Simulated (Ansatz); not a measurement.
## Al3Cu: pressure against volume

Al3Cu, P4/mmm, a = 2.780 Å, c = 7.603 Å. The structure is a Materials Project entry; whether it is the stable form wasn't checked. Ansatz: PBEsol, PAW, 420 eV, Γ-centred 16×16×6 mesh on 4 atoms, Gaussian smearing 0.10 eV; no spin polarisation. Shape and atoms are relaxed at each volume; pressure is positive in compression.

| V (Å³/atom) | P (GPa) |
| --- | --- |
| 13.805 | ? |
| 14.246 | 3.23 |
| 14.686 | -0.01 |
| 15.127 | -2.76 |
| 15.568 | -5.06 |

Take V0 = 14.686 Å³/atom, count pressures from its P0 = -0.01 GPa, fit the third-order Birch–Murnaghan form to the other rows, and predict the missing pressure.

With the Eulerian strain f = ½[(V0/V)^(2/3) − 1] and y = (P − P0)/[3f(1 + 2f)^(5/2)], the form is the line y = B0 + 1.5 B0 (B0′ − 4) f. Rows (f, y): 0.01024, 100.3; -0.00977, 98.6; -0.01907, 97.3. Means f = -0.006200, y = 98.733; Σ(Δf)² = 0.0004487, ΣΔfΔy = 0.04468; the slope is their ratio. y = 99.35 + 99.58 f GPa, so B0 = 99.3 GPa and B0′ = 4 + 2 × (99.58)/(3 × 99.35) = 4.67. At V = 13.805, f = 0.02105, y = 101.45 and P = 7.09 GPa. The run gave 7.06 GPa, so the fit is 0.03 GPa too high, a small miss on the scale of the series. The form still works here, 33 % of the fitted range beyond its end.